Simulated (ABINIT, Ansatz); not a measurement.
# AlN (F-43m): zone-centre phonons, part 3 of 3

Wanted: the vibrations of AlN (F-43m) at Γ, by two programs.

ABINIT 10.8.3; DFT LDA, scalar-relativistic, plane waves, PseudoDojo norm-conserving pseudopotentials.

So far. Step 5 (Linear response at Γ): The acoustic modes at Γ come out as far as 1.5 cm⁻¹ from zero, where they should vanish, a small numerical error; the Born charges miss their sum rule by 2.2e-5 e, which is good. Step 6 (Modes with the sum rule): The rule moves no optical mode by more than 0.1 cm⁻¹.

## (8) Cross-check with Ansatz

The same cell, potentials and cutoff go through another code, on another k mesh. Its k mesh is centred on Γ.

This step: DFT LDA, scalar-relativistic, plane waves, PseudoDojo norm-conserving pseudopotentials (Ansatz 0.2.0).

Contents of input.yaml:

```yaml
crystal:
  lattice:
    - [0.0, 2.1666376321, 2.1666376321]
    - [2.1666376321, 0.0, 2.1666376321]
    - [2.1666376321, 2.1666376321, 0.0]
  atoms:
    - { symbol: Al, position: [0.0, 0.0, 0.0] }
    - { symbol: "N", position: [0.75, 0.75, 0.75] }
kpoints:
  mp_grid: { grid: [8, 8, 8] }
hamiltonian:
  xc: lda
  pseudopotentials: { kind: nc, accuracy: standard }
scf:
  occupations: { method: fixed }
output:
  eigenvalues: true
basis:
  ecutwfc: 979.61
phonons:
  method: dfpt
  dielectric: true
  rigid_motions: translations
```

On the command line:

```bash
$ ansatz run input.yaml --threads 2 --pin off --max-ram 4096MiB --backend cpu --events-out ev --progress --plain --runs-dir out
```

Log:

```text
Warning: basis.ecutwfc = 979.61 eV is below the records' recommended 1142.878222 eV, and the density's cutoff is lower with it unless basis.ecutrho_ratio is high enough to keep the records' density cutoff: compare with a run at a higher cutoff
Engine: ansatz 0.2.0, aarch64-unknown-linux-gnu
Pseudopotentials: kind: nc
Pseudopotential: Al, nc, valence charge 3, recommended cutoff 598.650497 eV (normal), Al.nc.azcp (PseudoDojo's, or run here from an input of PseudoDojo's; its table is named by hamiltonian.pseudopotentials.accuracy)
Pseudopotential: N, nc, valence charge 5, recommended cutoff 1142.878222 eV (normal), N.nc.azcp (PseudoDojo's, or run here from an input of PseudoDojo's; its table is named by hamiltonian.pseudopotentials.accuracy)
Functional definition: SPW92
  exchange = slater_x
  correlation = pw_c
Crystal: 2 atoms, lattice volume = 20.342 Å³
Basis set: ecut = 979.61 eV, 1411 PW (Γ), exchange–correlation on 64×64×64 points (8 copies of the dense FFT grid, shifted against one another)
Bands: 8, of which v1, the nominal top of the filled ones, is band 4 counted from 1 (3 counted from 0)
Symmetry: 24 space group operations
k-points: 95 of 512 (irreducible under 4 space group operations, time reversal used)
Non-local potential: Al, projectors of the file, l = 0: 2, l = 1: 2, l = 2: 2
Non-local potential: N, projectors of the file, l = 0: 2, l = 1: 2
Initial density: superposition of atomic densities (chi_scale 0.1, normalization cell, long waves kept (reshape's long-wave potential 0.00 eV rms))
Initial wavefunctions: pseudopotential atomic-orbital guess
Functional: x = slater, c = lda
SCF iter   1: F=—  HF=-351.038690 eV  |F-HF|=—  |Δ(HF+E_count)|=         —  Δρ=1.48e-1  dr2=5.21e0  ethr=3.10e-3  ⟨swp⟩=5.1  Hψ=5441  notcnv=0  defer=182
preconditioner: auto → none  [insulator: Δε(μ)=5.780 eV  Ē_g=16.781 eV  n_scr=0 (ndim 8)  ℏωp=23.3 eV  f_vac=0.000  ε∞_Penn≈2.9]
SCF iter   2: F=—  HF=-349.661385 eV  |F-HF|=—  |Δ(HF+E_count)|=    1.38e0  Δρ=7.70e-2  dr2=7.27e-1  ethr=3.10e-3  ⟨swp⟩=3.1  Hψ=2491  notcnv=0  defer=184
SCF iter   3: F=—  HF=-349.456473 eV  |F-HF|=—  |Δ(HF+E_count)|=   2.05e-1  Δρ=2.14e-2  dr2=4.70e-2  ethr=3.10e-3  ⟨swp⟩=2.7  Hψ=1724  notcnv=0  defer=172
SCF iter   4: F=—  HF=-349.444882 eV  |F-HF|=—  |Δ(HF+E_count)|=   1.16e-2  Δρ=1.22e-3  dr2=1.01e-4  ethr=5.87e-4  ⟨swp⟩=2.0  Hψ=937  notcnv=0  defer=180
SCF iter   5: F=—  HF=-349.444832 eV  |F-HF|=—  |Δ(HF+E_count)|=   5.00e-5  Δρ=1.44e-4  dr2=1.51e-6  ethr=1.26e-6  ⟨swp⟩=2.5  Hψ=1137  notcnv=0  defer=188
SCF iter   6: F=—  HF=-349.444831 eV  |F-HF|=—  |Δ(HF+E_count)|=   1.26e-6  Δρ=9.06e-6  dr2=3.90e-9  ethr=1.89e-8  ⟨swp⟩=2.1  Hψ=1052  notcnv=0  defer=16
SCF iter   7: F=—  HF=-349.444831 eV  |F-HF|=—  |Δ(HF+E_count)|=   2.56e-7  Δρ=4.87e-7  dr2=9.47e-12  ethr=1.25e-12  ⟨swp⟩=8.5  Hψ=5189  notcnv=0
SCF iter   8: F=-349.444831 eV  HF=-349.444831 eV  |F-HF|=1.71e-13  |Δ(HF+E_count)|=  5.68e-12  Δρ=5.02e-8  dr2=1.50e-13  ethr=1.00e-12  ⟨swp⟩=4.0  Hψ=3043  notcnv=0
SCF 1 converged in 8 iterations: F = -349.444831 eV  dr2 = 1.50e-13
DFPT response loops at Γ: preconditioner auto → none (the input reference at scf.mixing.eps_inf says where Resta's filter doesn't serve); β = 0.50; Broyden in place of MSR1
── the response to a field inside a basis, on 8×8×8 k-points: an SCF that follows is theirs, and a resumed run solves both again ──
Bands: 5, of which v1, the nominal top of the filled ones, is band 4 counted from 1 (3 counted from 0)
k-points: 60 of 512 (irreducible under 6 space group operations, time reversal used)
Initial density: handed on by an earlier stage of this run
Initial wavefunctions: pseudopotential atomic-orbital guess (no wavefunctions were taken with the density)
Eigensolver: Dense (60 Hₖ)
SCF iter   1: F=—  HF=-349.446267 eV  |F-HF|=—  |Δ(HF+E_count)|=         —  Δρ=4.17e-4  dr2=2.93e-6  ethr=1.00e-1
preconditioner: auto → none  [insulator: Δε(μ)=3.535 eV  Ē_g=11.454 eV  n_scr=0 (ndim 8)  ℏωp=23.3 eV  f_vac=0.000  ε∞_Penn≈5.1]
SCF iter   2: F=—  HF=-349.446268 eV  |F-HF|=—  |Δ(HF+E_count)|=   1.58e-6  Δρ=2.10e-4  dr2=7.21e-7  ethr=3.67e-8
SCF iter   3: F=—  HF=-349.446269 eV  |F-HF|=—  |Δ(HF+E_count)|=   5.69e-7  Δρ=6.90e-5  dr2=1.66e-7  ethr=9.01e-9
SCF iter   4: F=-349.446269 eV  HF=-349.446269 eV  |F-HF|=3.86e-11  |Δ(HF+E_count)|=   3.06e-8  Δρ=3.46e-6  dr2=3.65e-10  ethr=2.07e-9
SCF 1 converged in 4 iterations: F = -349.446269 eV  dr2 = 3.65e-10
DFPT response loops at Γ: mixed as the last ones told, above
SCF converged after 8 iterations
Free energy (F): -349.444831 eV
Harris-Foulkes:  -349.444831 eV  (|F-HF|=1.71e-13)
Internal energy: -349.444831 eV  (E = F + TS)
E sigma→0 (E₀):  -349.444831 eV
Fermi energy:    6.896331 eV
--- Per-component energies (eV) ---
  E_band       = 14.720323
  E_kinetic    = 224.433074
  E_local      = -214.689900  (includes V_loc(G=0)·N_el)
  E_nonlocal   = -19.404426
  E_hartree    = 75.172968
  E_xc         = -115.977039
  E_vxc        = -125.964357  (∫ρ·V_xc dr)
  E_ewald      = -298.979508
  E_smearing   = -0.000000  (= −TS)
  E_closure    = 0.000000  (closes the sum)
  Σ components = -349.444831   (vs F -349.444831, Δ=0.00e0)
--- Band table (eV; the first three rows and the last of 95) ---
  k-point 0: bands = ["-8.0571", "6.8963", "6.8963", "6.8963", "11.3553", "19.4881", "19.4881", "19.4881"]
  k-point 1: bands = ["-7.8186", "5.7222", "6.8156", "6.8156", "12.2613", "18.9194", "19.6606", "19.6606"]
  k-point 2: bands = ["-7.1599", "3.6011", "6.6347", "6.6347", "13.5334", "17.9161", "19.2475", "19.2475"]
  k-point 94: bands = ["-5.1154", "3.0424", "3.3386", "4.1127", "12.9352", "18.3135", "18.9709", "19.1867"]
--- Phonons (Γ-DFPT): 2 representative perturbations + reference, on 95 of 512 k-points (Σ response iterations 6) ---
  k mesh reduced under 4 symmetry operations, with k and −k counted as one. Each operation leaves every solved perturbation unchanged. A smaller set is not considered because the run solves the response to a homogeneous field
  ASR residual: 4.462e-5 → 0.000e0 eV/Å²; symmetrization residual: 3.522e-7 eV/Å²
  ASR residual per site (eV/Å²): 2.62e-6 4.46e-5
  Γ frequencies (cm⁻¹): 0.00 0.00 0.00 668.89 668.89 668.89
  ε∞ (high-frequency dielectric tensor):
        4.488057    -0.000000    -0.000000
       -0.000000     4.488057     0.000000
       -0.000000     0.000000     4.488057
  ε⁰ (static dielectric tensor: ions relaxed, cell fixed):
        8.237316    -0.000000     0.000000
       -0.000000     8.237316     0.000000
        0.000000     0.000000     8.237316
  ε⁰ − ε∞ (ionic part):
        3.749260    -0.000000     0.000000
       -0.000000     3.749260     0.000000
        0.000000     0.000000     3.749260
  softest optical mode at Γ: 668.89 cm⁻¹; the repairs (sum rule, projections) moved no ω² at Γ by more than (0.95 cm⁻¹)²
  Born effective charges Z* (e; rows j = field, columns β = displacement):
    site 0:
         2.52863   -0.00000   -0.00000
        -0.00000    2.52863    0.00000
         0.00000    0.00000    2.52863
    site 1:
        -2.52863    0.00000    0.00000
         0.00000   -2.52863   -0.00000
        -0.00000   -0.00000   -2.52863
  Z* charge neutrality: 4.480e-4 e pre-enforcement
  solved inside a basis spanned on kpoints, on 8×8×8 k-points, its susceptibility summed on 12×12×12: ε∞ is read to err by 1.1e-2, Z* by 8.3e-3 e (field_mesh: kpoints solves on kpoints); Z* is corrected for what the basis lacks
  optical modes at Γ without the LO–TO term, one row a degenerate level:
      ω (cm⁻¹)  modes    IR ((D/Å)²/amu)
        668.89      3            47.9959
  optical modes at Γ + LO–TO along q̂ = [1.0000, 0.0000, 0.0000]:
      ω (cm⁻¹)  modes    IR ((D/Å)²/amu)
        668.89      2            31.9973
        906.19      1            15.9986
  optical modes at Γ + LO–TO along q̂ = [0.0000, 1.0000, 0.0000]:
      ω (cm⁻¹)  modes    IR ((D/Å)²/amu)
        668.89      2            31.9973
        906.19      1            15.9986
  optical modes at Γ + LO–TO along q̂ = [0.0000, 0.0000, 1.0000]:
      ω (cm⁻¹)  modes    IR ((D/Å)²/amu)
        668.89      2            31.9973
        906.19      1            15.9986
```

The job ended after 31 s (2 threads of Arm Neoverse N1, shared host; peak memory 0.43 GiB; 56 s of CPU time).

This step gave:

```
sum-rule residual before enforcement     : 4.46e-5 eV/Å²
miss of the charge sum rule              : 4.48e-4 e
estimated error of the dielectric tensor : 0.01089
estimated error of the Born charges      : 0.008279 e
mean static dielectric constant          : 8.237
```

Transverse modes. Lines of the infrared spectrum (strongest = 100):

```csv
position (cm⁻¹),label,"IR intensity ((D/Å)²/amu), degenerate modes summed, relative"
669,T2,100
```

## (9) The two compared: ABINIT PseudoDojo and Ansatz, PseudoDojo

Numbers from this step:

| Item | Value |
| --- | --- |
| root-mean-square difference | 0.01 cm⁻¹ |
| largest difference | 0.01 cm⁻¹ |

Frequencies side by side, by row:

```csv
q (reciprocal lattice),mode,ABINIT PseudoDojo (cm⁻¹),"Ansatz, PseudoDojo (cm⁻¹)"
0 0 0,1,0,0
0 0 0,2,0,0
0 0 0,3,0,0
0 0 0,4,668.9,668.9
0 0 0,5,668.9,668.9
0 0 0,6,668.9,668.9
```

The two runs side by side. Further quantities:

```csv
quantity,ABINIT PseudoDojo,"Ansatz, PseudoDojo"
mean ε∞,4.488,4.488
"largest Born charge in size (e; the first before, the second after the charge sum rule)",2.529,2.529
summed IR intensity ((D/Å)²/amu),48.01,48
```

At the zone centre the largest difference (acoustic modes at Γ apart) is 0.001 % of the highest mode.

## (10) Outcome

| Quantity | Value |
| --- | --- |
| space group after relaxation | F-43m |
| volume per atom | 10.2 Å³ |
| highest optical zone-centre mode (no LO-TO term) | 668.9 cm⁻¹ |
| highest mode moved by the LO-TO term | 906.2 cm⁻¹ |
| mean high-frequency dielectric constant | 4.49 |
| largest Born charge in size (third of the trace) | 2.53 e |
| mean static dielectric constant | 8.24 |
| imaginary optical modes at the zone centre (no q mesh in this session) | none |
| largest difference from Ansatz, PseudoDojo | 0.01 cm⁻¹ |

At the LDA level the optical modes of AlN (F-43m) at the zone centre (no LO-TO term) lie at 669 cm⁻¹. The base run prints -0.49 GPa, mostly the error of a finite basis; the relaxation, with a smoothed and higher cutoff, had brought the cell to rest. Along the directions run, the highest mode that the macroscopic field moves lies at 906 cm⁻¹. Lattice motion raises the mean dielectric constant from 4.488 to 8.238. The Born charge of N is -2.529 e against a formal charge of -3, somewhat under it. The Lyddane-Sachs-Teller relation holds: (ωLO/ωTO)² is 1.84 and ε₀/ε∞ is 1.84. ABINIT PseudoDojo and Ansatz, PseudoDojo agree to 0.01 cm⁻¹ (0.001 % of the highest mode compared) on all solved modes but the acoustic ones at Γ, without the LO-TO term. These are harmonic frequencies at zero temperature: anharmonic shifts and linewidths and thermal expansion are left out. Ansatz warns that the cutoff lies 14 % under the one recommended for these files; agreement at one cutoff is not convergence. The structure comes from a database by way of an earlier relaxation and need not be the phase that is stable at ambient conditions.

[Host names and launcher messages were left out of these logs when they were recorded.]

[Logs are printed without paths, hosts, clocks, repeated set-up lines and the standing remarks that a program may print on its own settings, such as how far it seeks lower states.]

[Hosts, paths, dates, database ids (printed as entryN), source tags and the programs' standing remarks are cut or masked in the printed files.]
